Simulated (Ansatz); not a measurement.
# Which metal contacts black phosphorene? The Schottky-Mott estimate

If a metal and one layer of black phosphorene lined up by their vacuum levels alone, the barrier for electrons would be the work function less the affinity, and that for holes the ionisation energy less the work function. What does that give for common contact metals?

**Method.** Ansatz 0.2.0, plane waves with PAW datasets (its set soft_2), PBE. Layers: cell and atoms relaxed with a dispersion term, band edges read against the vacuum level. Here the gap is 0.73 eV, the ionisation energy 4.92 eV and the affinity 4.19 eV. Metals: relaxed slabs of 7 layers at the tabulated experimental lattice constant, Fermi-Dirac smearing of 0.1 eV, Ni with spin. Labels allow 0.1 eV either way.

The runs side by side:

```tsv
metal	work function (eV)	barrier for electrons (eV)	barrier for holes (eV)	by the rule
Sc(0001)	3.59	−0.60	1.33	no barrier for electrons
Al(111)	4.03	−0.16	0.89	no barrier for electrons
Hf(0001)	4.33	0.14	0.59	favours electrons
Ti(0001)	4.37	0.18	0.55	favours electrons
Ag(111)	4.49	0.30	0.43	mid-gap
Mo(110)	4.56	0.37	0.36	mid-gap
Cu(111)	4.82	0.63	0.10	favours holes
W(110)	4.84	0.65	0.08	at the valence edge
Ru(0001)	5.01	0.82	−0.09	at the valence edge
Ni(111)	5.06	0.87	−0.14	no barrier for holes
Pd(111)	5.24	1.05	−0.32	no barrier for holes
Au(111)	5.27	1.08	−0.35	no barrier for holes
Pt(111)	5.71	1.52	−0.79	no barrier for holes
```

**Answer.** By the rule the Fermi level lies over the conduction edge for 2, inside the gap for 6 and under the valence edge for 5 of the 13 metals. The middle of the gap lies 4.55 eV under the vacuum level: metals with a smaller work function favour electrons, those with a larger one holes. Worked for Cu(111): 4.82 − 4.19 = 0.63 eV and 4.92 − 4.82 = 0.10 eV, which add up to the gap, 0.73 eV.

Caveats: This is the limit without any interaction. A real contact lowers the metal's work function by compressing its electron tail, moves charge and can pin the Fermi level, so barriers at bonded contacts depend far less on the metal; van der Waals contacts come nearer to the rule. The layer is built from a prototype, and its stability was not tested. PBE gaps usually lie under quasiparticle gaps, which makes the two barriers together too small, and a missing barrier can be an artefact of that. Spin-orbit coupling is left out. The table is a selection: not every member that was run is listed.

[Logs are printed without paths, hosts, clocks, repeated set-up lines and the standing remarks that a program may print on its own settings, such as how far it seeks lower states.]
